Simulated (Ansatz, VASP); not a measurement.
One calculation of MgS, two programs

```
Mg S
1.0
     0.00000    2.66669    2.73173
     2.66669    0.00000    2.73173
     2.66669    2.66669    0.00000
Mg S
1 1
Direct
  0.00000 0.00000 0.00000
  0.50000 0.50000 0.50000
```

Change from the starting cell: strain +0.025 along x and y, +0.050 along z, atoms carried along.

Alike in both runs: task single point; functional PBEsol; k mesh 8 × 8 × 8; occupations gaussian, width 0.05 eV; no spin polarisation.

|  | VASP | Ansatz |
| --- | --- | --- |
| version | VASP 6.6.1 | Ansatz 0.2.0 |
| potentials or method | VASP PAW PBE potentials, release 64 (Mg, S) | scalar-relativistic, plane waves, PAW |
| plane-wave cutoff (eV) | 520 | 420 |
| valence electrons in the cell | 8 | 16 |

|  | VASP | Ansatz | Ansatz less VASP |
| --- | --- | --- | --- |
| gap on the k mesh at the Fermi level (eV) | 2.40 | 2.40 | +0.005 |
| least direct gap on the mesh (eV) | 2.81 | 2.82 | +0.005 |
| pressure (GPa) | -7.0 | -6.8 | +0.21 |
| largest component of the traceless stress (GPa) | 0.85 | 0.86 | +0.010 |

With one functional, cell and mesh, what is left measures potentials, basis and numerics. The two sets of potentials don't hold the same shells in valence.

Caveats: the PAW data sets were made with another functional, which shifts forces and pressure a little (VASP). A k mesh can miss the band edges.
